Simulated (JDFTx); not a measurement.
Pt:

```xyz
1
Lattice="0.0000 1.9609 1.9609 1.9609 0.0000 1.9609 1.9609 1.9609 0.0000" Properties=species:S:1:pos:R:3 pbc="T T T"
Pt    0.0000    0.0000    0.0000
```

| Quantity | Value |
| --- | --- |
| Program | JDFTx 1.7.0 (patched build) |
| Task | single point |
| Functional | PBE |
| Potentials or basis | PseudoDojo-SR-PBE-0.5-standard |
| Cutoff | 1143 eV |
| Density cutoff | 4572 eV |
| k mesh | 12 × 12 × 12 |
| Occupations | fermi-dirac, width 0.05 eV |
| Spin | no spin polarisation |

On this cell: pressure 9.7 GPa; band gap on the k mesh none (metal or under the smearing width).

The same run follows on a disturbed copy (cell strained at random at fixed volume):

```xyz
1
Lattice="-0.0133 1.9358 1.9445 1.9710 0.0030 1.9282 2.0009 1.9493 -0.0268" Properties=species:S:1:pos:R:3 pbc="T T T"
Pt    0.0534   -0.0121    0.0125
```

Task: What changes?

Result: The energy (extrapolated to zero smearing) moves by +2.5 meV/atom; pressure 9.8 GPa; band gap on the k mesh none (metal or under the smearing width).

Stress tensor (GPa, compression positive):
```
 8.76 -0.64  1.46
-0.64 10.26  0.63
 1.46  0.63 10.32
```

Caveats: the empty levels aren't tightly converged (some runs).
